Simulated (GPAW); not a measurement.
## Ag in GPAW: convergence with convergence criteria

The system is Ag.

```
Ag
1.0
     0.00000    2.04275    2.04275
     2.04275    0.00000    2.04275
     2.04275    2.04275    0.00000
Ag
1
Direct
  0.00000 0.00000 0.00000
```

```yaml
Program: GPAW 26.7.0
Task: convergence study
Functional: PBEsol
Potentials_or_basis: PAW data sets generated in the run's folder for this functional
Cutoff: 600 eV
Basis: pw
k_mesh: 11 × 11 × 11
Occupations: fermi-dirac, width 0.05 eV
Spin: no spin polarisation
```

These are the settings of the first run; the series varies convergence criteria, with any setting tied to it.

Hardware: 1 thread of Arm Neoverse V2 (shared host).

```tsv
convergence criteria	energy less the tightest run, at zero smearing (meV/atom)	pressure (GPa)	SCF cycles	CPU time (s)	peak memory (GiB)
density=0.001 energy=0.01 eigenstates=0.0001	0.00	-2.94	6	11	0.14
default	0.00	-2.87	8	13	0.14
density=1e-05 energy=1e-05	0.00	-2.87	8	14	0.14
density=1e-05 forces=0.0001	0.00	-2.87	9	14	0.14
density=1e-06 energy=1e-06 eigenstates=1e-10	0.00	-2.87	10	16	0.14
```

Against the tightest run, the energy stays within 1 meV/atom from density=0.001 energy=0.01 eigenstates=0.0001 on; the pressure stays within 0.1 GPa from density=0.001 energy=0.01 eigenstates=0.0001 on. The tightest run that finished is the yardstick and may itself not be fully converged.
